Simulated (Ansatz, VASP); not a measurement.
Given: the input of a run of Ansatz 0.2.0 on Mg3Sb2.

File input.yaml:

```yaml
crystal:
  lattice:
    - [4.582, 0.0, 0.0]
    - [-2.291, 3.9681284001, 0.0]
    - [0.0, 0.0, 7.244]
  atoms:
    - { symbol: Sb, position: [0.6666666667, 0.3333333333, 0.765] }
    - { symbol: Sb, position: [0.3333333333, 0.6666666667, 0.235] }
    - { symbol: Mg, position: [0.0, 0.0, 0.0] }
    - { symbol: Mg, position: [0.6666666667, 0.3333333333, 0.37] }
    - { symbol: Mg, position: [0.3333333333, 0.6666666667, 0.63] }
hamiltonian:
  xc: lda
  pseudopotentials: { kind: paw }
kpoints:
  mp_grid: { grid: [7, 7, 4] }
  band_path:
    path:
      - [[0.0, 0.0, 0.0], [0.5, 0.0, 0.0], [0.3333333333, 0.3333333333, 0.0], [0.0, 0.0, 0.0], [0.0, 0.0, 0.5], [0.5, 0.0, 0.5], [0.3333333333, 0.3333333333, 0.5], [0.0, 0.0, 0.5]]
      - [[0.5, 0.0, 0.5], [0.5, 0.0, 0.0]]
      - [[0.3333333333, 0.3333333333, 0.0], [0.3333333333, 0.3333333333, 0.5]]
    npoints: 14
scf:
  occupations: { method: fermi_dirac, width: 0.05 }
  n_extra_bands: 12
output:
  forces: true
  stress: true
  eigenvalues: true
  fatbands: true
```

Potentials or basis: Ansatz PAW.

Command:

```bash
$ ansatz run input.yaml --threads 2 --pin off --max-ram 5632MiB --backend cpu --events-out ev --progress --plain --runs-dir out
```

Question: Set up the same calculation for VASP 6.6.1. Potentials there: VASP PAW LDA potentials, release 64 (Sb, Mg).

Answer: As run (the cutoff follows the program's own potentials):

INCAR

```
SYSTEM = Mg3Sb2
  PREC = Accurate
  ENCUT = 520
  EDIFF = 1E-6
  ISMEAR = -1
  SIGMA = 0.05
  LREAL = .False.
  LASPH = .True.
  NELM = 100
  ALGO = Fast
  ISIF = 2
  LWAVE = .False.
  LCHARG = .False.
  NBANDS = 16
```

File KPOINTS:

```
Automatic mesh
0
Gamma
  7 7 4
  0 0 0
```

File POSCAR:

```
Mg3Sb2
1.0
    4.5820000000      0.0000000000      0.0000000000
   -2.2910000000      3.9681284001      0.0000000000
    0.0000000000      0.0000000000      7.2440000000
Sb Mg
2 3
Direct
    0.6666666667      0.3333333333      0.7650000000
    0.3333333333      0.6666666667      0.2350000000
    0.0000000000      0.0000000000      0.0000000000
    0.6666666667      0.3333333333      0.3700000000
    0.3333333333      0.6666666667      0.6300000000
```

The input KPOINTS_OPT:

```
path GMKGALHA,LM,KH
10
line-mode
reciprocal
 0.0000000000  0.0000000000  0.0000000000  G
 0.5000000000  0.0000000000  0.0000000000  M

 0.5000000000  0.0000000000  0.0000000000  M
 0.3333333333  0.3333333333  0.0000000000  K

 0.3333333333  0.3333333333  0.0000000000  K
 0.0000000000  0.0000000000  0.0000000000  G

 0.0000000000  0.0000000000  0.0000000000  G
 0.0000000000  0.0000000000  0.5000000000  A

 0.0000000000  0.0000000000  0.5000000000  A
 0.5000000000  0.0000000000  0.5000000000  L

 0.5000000000  0.0000000000  0.5000000000  L
 0.3333333333  0.3333333333  0.5000000000  H

 0.3333333333  0.3333333333  0.5000000000  H
 0.0000000000  0.0000000000  0.5000000000  A

 0.5000000000  0.0000000000  0.5000000000  L
 0.5000000000  0.0000000000  0.0000000000  M

 0.3333333333  0.3333333333  0.0000000000  K
 0.3333333333  0.3333333333  0.5000000000  H
```

Potentials or basis: VASP PAW LDA potentials, release 64 (Sb, Mg).

Command:

```bash
$ cat potpaw_LDA.64/Sb/POTCAR potpaw_LDA.64/Mg/POTCAR > POTCAR
$ mpirun -np 1 vasp_std > vasp.out
```

Both were run:

|  | VASP | Ansatz | Ansatz less VASP |
| --- | --- | --- | --- |
| gap on the k mesh at the Fermi level (eV) | 0.29 | 0.30 | +0.010 |
| least direct gap on the mesh (eV) | 1.05 | 1.01 | -0.034 |
| gap along the band path (eV) | 0.24 | 0.27 | +0.026 |
| pressure (GPa) | -2.0 | -2.0 | +0.01 |
| largest component of the traceless stress (GPa) | 0.53 | 0.52 | -0.011 |
| rms of the force components (eV/Å) | 0.147 | 0.138 | -0.0090 |

Atom by atom the forces differ by 0.010 eV/Å (rms over components). The two sets of potentials don't hold the same shells in valence.

Caveats: spin-orbit coupling is left out, which moves the levels of the heavy elements; the PAW data sets come from PBE, with cores solved anew for the run's functional, which leaves a small shift of forces and pressure (Ansatz). LDA gaps usually lie below the measured ones, often by a third to a half.
